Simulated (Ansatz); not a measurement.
# Si (Silicon): how the settings move a relaxation

How sensitive is a relaxation of Si (Silicon) to its settings? A reference run comes first, then one run with altered input.

Computed with Ansatz 0.2.0 (reference: DFT, PBEsol, PAW with Ansatz's default frozen-core files, scalar-relativistic; relaxation of cell and atoms, unless a step's input says otherwise).

1 further run of the same task is left out (it didn't finish).

**1. The system as given**

It takes space group P6_3/mmc (No. 194, hexagonal). Conventional cell: a = 2.661 Å, b = 2.661 Å, c = 4.559 Å, α = 90.00°, β = 90.00°, γ = 120.00°. Around Si (site symmetry -6m2) lie 12 Si at 2.66 to 2.75 Å.

Coordinates:

```xyz
2
Lattice="2.6608 0.0000 0.0000 -1.3304 2.3043 0.0000 0.0000 0.0000 4.5590" Properties=species:S:1:pos:R:3 pbc="T T T"
Si    0.0000    1.5362    1.1398
Si    1.3304    0.7681    3.4193
```

**2. Reference**

input.yaml

```yaml
crystal:
  lattice:
    - [2.66078696088, 0.0, 0.0]
    - [-1.33039348044, 2.30430910218, 0.0]
    - [0.0, 0.0, 4.55901696556]
  atoms:
    - { symbol: Si, position: [0.333333333333, 0.666666666667, 0.25] }
    - { symbol: Si, position: [0.666666666667, 0.333333333333, 0.75] }
kpoints:
  mp_grid: { grid: [22, 22, 12] }
scf:
  occupations: { method: fermi_dirac, width: 0.1 }
hamiltonian:
  xc: pbesol
  pseudopotentials: { kind: paw }
relax:
  f_tol: 0.002
  max_steps: 80
  cell: { p_target: 10 }
output:
  forces: true
  stress: true
  write_density: true
  write_potential: true
  elf: true
  volumetric_format: npy
```

On the command line:

```
> ansatz run input.yaml --threads 1 --pin off --max-ram 2048MiB --backend cpu --events-out ev --progress --plain --runs-dir out
```

**3. Variant: scf.algorithm direct_min**

Edit input.yaml of step 2 so:

```diff
@@ -12,2 +12,3 @@
   occupations: { method: fermi_dirac, width: 0.1 }
+  algorithm: direct_min
 hamiltonian:
@@ -22,5 +23 @@
   stress: true
-  write_density: true
-  write_potential: true
-  elf: true
-  volumetric_format: npy
```

**Question.** What will these runs give? Wanted: for each run, ending; energy change; pressure; gap; force.

As calculated:

```tsv
run	ending	energy change	pressure (GPa)	gap (eV)	force (eV/Å)	cycles	time
reference	converged	0	10.0	0.00	0.00	37	21 s
1: scf.algorithm direct_min	converged	0.0 meV/atom	10.0	0.00	0.00	17	24 s
```

Times don't compare one to one where runs were asked for different outputs or read a saved state (see the inputs); cycles may leave out searches for a lower state.

**Reading.** The changed solver doesn't alter the result here (within 0.5 meV/atom).
